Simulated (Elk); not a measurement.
An Elk run on Os with settings drawn from a wide range, so not all are converged; totals and levels move with the basis, and no second program has checked them. Computed with DFT, AM05, all-electron APW+lo, Dirac cores, scalar-relativistic bands with second-variational spin-orbit coupling in Elk 11.2.3 with local patches. Elk's input is in atomic units.

Command: `OMP_NUM_THREADS=1 elk`

```
tasks
  0
  110
  115
  21

xctype
  30

rgkmax
  6.5

gmaxvr
  18

lmaxapw
  12

lmaxo
  5

lmaxi
  3

nrmtscf
  1

nempty
  8

epspot
  1e-06

epsengy
  0.0001

maxscl
  100

swidth
  0.004

stype
  3

lradstp
  2

mixtype
  1

hmaxvr
  6

tforce
  .true.

spinorb
  .true.

sppath
  './'

avec
  0.00000000000 3.72388492896 3.72388492896
  3.72388492896 0.00000000000 3.72388492896
  3.72388492896 3.72388492896 0.00000000000

atoms
  1
  'Os.in'
  1
  0.000000000000 0.000000000000 0.000000000000   0.000 0.000 0.000

ngridk
  7 7 7

plot1d
  8 30
  0.0000000000 0.0000000000 0.0000000000
  0.5000000000 0.0000000000 0.5000000000
  0.6250000000 0.2500000000 0.6250000000
  0.3750000000 0.3750000000 0.7500000000
  0.0000000000 0.0000000000 0.0000000000
  0.5000000000 0.5000000000 0.5000000000
  0.5000000000 0.2500000000 0.7500000000
  0.5000000000 0.0000000000 0.5000000000
```

Muffin-tin radii in the species files: Os 2.39 bohr.

The cell comes from COD entry 1534943, which wasn't checked; take it as a given geometry. The listed cell was then made from it by scaling, straining or moving an atom.

Task: What does the run give?

Result: It refused before any iteration.
```
Error(init0): requested spin-polarised run with spin-unpolarised
 exchange-correlation functional
```
